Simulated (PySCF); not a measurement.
Several species in one continuum solvent.

Level: wB97X-D/pcSseg-2 in PySCF, non-relativistic, each on one gas-phase PBE0-D3(BJ)/def2-TZVP geometry that isn't relaxed in the solvent. The solvent is an IEF-PCM continuum (Bondi radii, 1.10 Å for H, scaled by 1.2). Only the electrostatic response of the medium enters.

**Question.** Order them by E(solvent) − E(gas) in chloroform (ε = 4.711), most negative first (kcal/mol).
A. `C[Si](C)(C)[C@H](F)Cl` (TMS-CHClF)
B. `Fc1ccc(F)cc1`
C. `[CH3:1][CH2:2][C:3](=[O:4])[OH:5]` with C1–C2–C3–O4 6°, C2–C3–O5–H -179° (propanoic acid)
D. `[OH:1][BH:2][OH:3]` with H–O1–B2–O3 0°, O1–B2–O3–H 0° (boronic acid)
E. `C#CC#N` (cyanoacetylene)

**Answer.** D (-5.9), C (-4.8), E (-3.5), A (-2.8), B (-2.4).

```csv
SMILES,charge,ΔE (kcal/mol),polarisation term (kcal/mol),HOMO shift (eV),dipole gas (D),dipole solvent (D),atoms
OBO,0,-5.9,-6.6,+0.10,2.84,3.34,6
CCC(=O)O,0,-4.8,-5.2,-0.09,1.68,2.09,11
C#CC#N,0,-3.5,-4.2,+0.08,3.92,4.88,5
C[Si](C)(C)[C@H](F)Cl,0,-2.8,-3.1,+0.01,2.61,3.13,17
Fc1ccc(F)cc1,0,-2.4,-2.7,+0.06,0.00,0.00,12
```

The polarisation term is half the interaction of the solute with the induced surface charges.

wB97X-D is run here without its empirical dispersion term; that term would change no orbital, density or response property at a fixed geometry.
